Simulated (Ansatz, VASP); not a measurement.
**SnSe in VASP and in Ansatz**

The input INCAR:

```
ALGO = Normal
EDIFF = 1E-6
ENCUT = 520
ISIF = 2
ISMEAR = 0
LASPH = True
LCHARG = True
LELF = True
LREAL = False
LVHAR = True
LWAVE = False
NBANDS = 17
NELM = 100
PREC = Accurate
SIGMA = 0.01
```

Contents of KPOINTS:

```
k-points
0
Gamma
  8 8 8
```

Contents of POSCAR:

```
SnSe
1.0
    0.0000000000      2.9848894932      2.9848894932
    2.9848894932      0.0000000000      2.9848894932
    2.9848894932      2.9848894932      0.0000000000
Sn Se
1 1
Direct
    0.0000000000      0.0000000000      0.0000000000
    0.5000000000      0.5000000000      0.5000000000
```

Input for Ansatz:

```yaml
crystal:
  lattice:
    - [0.0, 2.9848894932, 2.9848894932]
    - [2.9848894932, 0.0, 2.9848894932]
    - [2.9848894932, 2.9848894932, 0.0]
  atoms:
    - { symbol: Sn, position: [0.0, 0.0, 0.0] }
    - { symbol: Se, position: [0.5, 0.5, 0.5] }
kpoints:
  mp_grid: { grid: [8, 8, 8] }
  band_path:
    path:
      - [0.0, 0.0, 0.0]
      - [0.5, 0.0, 0.5]
      - [0.625, 0.25, 0.625]
      - [0.375, 0.375, 0.75]
      - [0.5, 0.5, 0.5]
      - [0.5, 0.25, 0.75]
      - [-0.060547, -0.042155, 0.479411]
      - [0.5, 0.475, 0.525]
    npoints: 1
hamiltonian:
  xc: lda
scf:
  occupations: { method: fixed }
  n_extra_bands: 4
output:
  forces: true
  stress: true
  eigenvalues: true
```

Alike in both runs: task single point; functional LDA; k mesh 8 × 8 × 8; no spin polarisation.

|  | VASP | Ansatz |
| --- | --- | --- |
| version | VASP 6.6.1 | Ansatz 0.2.0 |
| potentials or method | VASP PAW LDA potentials, release 64 (Sn_d, Se) | plane waves, PAW |
| plane-wave cutoff (eV) | 520 | 420 |
| occupations | gaussian, width 0.01 eV | fixed |
| valence electrons in the cell | 20 | 30 |

|  | VASP | Ansatz | Ansatz less VASP |
| --- | --- | --- | --- |
| gap on the k mesh at the Fermi level (eV) | 0.73 | 0.72 | -0.009 |
| pressure (GPa) | -2.0 | -2.2 | -0.11 |

The two sets of potentials don't hold the same shells in valence.

Caveats: spin-orbit coupling is left out, which moves the levels of the heavy elements. A k mesh can miss the band edges.
